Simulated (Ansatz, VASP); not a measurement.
# One calculation of Cs, two programs

INCAR

```
SYSTEM = Cs
ALGO = Normal
EDIFF = 1E-6
EDIFFG = -0.005
ENCUT = 600
GGA = PE
IBRION = 2
ISIF = 3
ISMEAR = -1
LASPH = .True.
LCHARG = .False.
LREAL = .False.
LWAVE = .False.
NELM = 100
NSW = 60
PREC = Accurate
SIGMA = 0.05
```

KPOINTS

```
k-points
0
Gamma
  9 9 9
  0 0 0
```

The input POSCAR:

```
Cs
1.0
    0.0000000000      3.8769736737      3.8769736737
    3.8769736737      0.0000000000      3.8769736737
    3.8769736737      3.8769736737      0.0000000000
Cs
1
Direct
    0.0000000000      0.0000000000      0.0000000000
```

Input for Ansatz:

```yaml
crystal:
  lattice:
    - [0.0, 3.8769736737, 3.8769736737]
    - [3.8769736737, 0.0, 3.8769736737]
    - [3.8769736737, 3.8769736737, 0.0]
  atoms:
    - { symbol: Cs, position: [0.0, 0.0, 0.0] }
kpoints:
  mp_grid: { grid: [9, 9, 9] }
scf:
  occupations: { method: fermi_dirac, width: 0.05 }
hamiltonian:
  xc: pbe
  pseudopotentials: { kind: paw }
output:
  forces: true
  stress: true
relax:
  f_tol: 0.005
  max_steps: 40
  cell: {}
```

Alike in both runs: task relaxation of cell and atoms; functional PBE; k mesh 9 × 9 × 9; occupations fermi-dirac, width 0.05 eV; no spin polarisation.

```csv
,VASP,Ansatz
version,VASP 6.6.1,Ansatz 0.2.0
potentials or method,"VASP PAW PBE potentials, release 64 (Cs_sv)","PAW with Ansatz's default frozen-core files, scalar-relativistic"
plane-wave cutoff (eV),600,420
valence electrons in the cell,9,9
```

|  | VASP | Ansatz | Ansatz less VASP |
| --- | --- | --- | --- |
| relaxed volume (Å³/atom) | 116.55 | 116.55 | 0.000 |
| relaxed cell length with the largest relative difference (Å) | 5.483 | 5.483 | 0.0000 |

Caveats: the relaxation stopped at its first step, so nothing moved. Spin-orbit coupling is left out, which matters for the levels of Cs.
